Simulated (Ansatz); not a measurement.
# Al3InSb4: the cost of one run

Program: Ansatz 0.2.0. Level of theory: DFT PBE, spin-orbit coupling, plane waves, PAW. These are calculated values, not measurements.

1 further run of the same task is left out (set aside as unsound or not needed).

**1. The structure to begin with**

Symmetry: P-43m, No. 215, cubic system. The conventional cell has a = 6.323 Å, b = 6.323 Å, c = 6.323 Å, α = 90.00°, β = 90.00°, γ = 90.00°. Around Al (site symmetry -42m) lie 4 Sb at 2.71 Å. In (site symmetry -43m) is surrounded by 4 Sb at 2.83 Å. Sb (site symmetry 3m) is surrounded by 3 Al at 2.71 Å and 1 In at 2.83 Å.

Structure file:

```cif
data_structure
_symmetry_space_group_name_H-M 'P-43m'
_symmetry_Int_Tables_number 215
_cell_length_a 6.3234
_cell_length_b 6.3234
_cell_length_c 6.3234
_cell_angle_alpha 90.000
_cell_angle_beta 90.000
_cell_angle_gamma 90.000
_cell_volume 252.84
loop_
_atom_site_label
_atom_site_type_symbol
_atom_site_symmetry_multiplicity
_atom_site_Wyckoff_symbol
_atom_site_fract_x
_atom_site_fract_y
_atom_site_fract_z
_atom_site_occupancy
Al1 Al 3 c 0.50000 0.50000 0.00000 1
In1 In 1 a 0.00000 0.00000 0.00000 1
Sb1 Sb 4 e 0.74134 0.74134 0.74134 1
```

The cell was relaxed beforehand at this level, from a generated guess; it needn't be the stable form of this composition. At a tolerance of 0.02 Å it has space group P-43m (No. 215); it has 31.60 Å³/atom, an uncorrected energy of -0.15 eV/atom over the elements and, on its mesh, gap 0.79 eV.

**2. The same geometry with PBE with spin-orbit coupling**

File input.yaml:

```yaml
crystal:
  lattice:
    - [6.3233646216, 0.0, 0.0]
    - [0.0, 6.3233646216, 0.0]
    - [0.0, 0.0, 6.3233646216]
  atoms:
    - { symbol: Al, position: [0.5, 0.5, 0.0] }
    - { symbol: Al, position: [0.5, 0.0, 0.5] }
    - { symbol: Al, position: [0.0, 0.5, 0.5] }
    - { symbol: In, position: [0.0, 0.0, 0.0] }
    - { symbol: Sb, position: [0.7413430144, 0.7413430144, 0.7413430144] }
    - { symbol: Sb, position: [0.7413430144, 0.2586569856, 0.2586569856] }
    - { symbol: Sb, position: [0.2586569856, 0.7413430144, 0.2586569856] }
    - { symbol: Sb, position: [0.2586569856, 0.2586569856, 0.7413430144] }
basis:
  ecutwfc: 420
kpoints:
  mp_grid: { grid: [4, 4, 4] }
  band_path:
    path:
      - [[0.0, 0.0, 0.0], [0.0, 0.5, 0.0], [0.5, 0.5, 0.0], [0.0, 0.0, 0.0], [0.5, 0.5, 0.5], [0.0, 0.5, 0.0]]
      - [[0.5, 0.5, 0.5], [0.5, 0.5, 0.0]]
    npoints: 10
hamiltonian:
  xc: pbe
scf:
  occupations: { method: gaussian, width: 0.02 }
output:
  forces: true
  stress: true
  eigenvalues: true
  populations: true
  dos: { projected: true, de: 0.02 }
  bader: false
magnetization:
  noncollinear: true
  spin_orbit: true
```

On the command line:

```bash
$ ansatz run input.yaml --threads 1 --pin off --max-ram 2560MiB --backend cpu --events-out ev --progress --plain --runs-dir out
```

What time and memory should one allow on 1 thread of AMD EPYC 9R45 (Zen 5), shared host?

About 2.7 min, with a peak of 1.9 GiB.
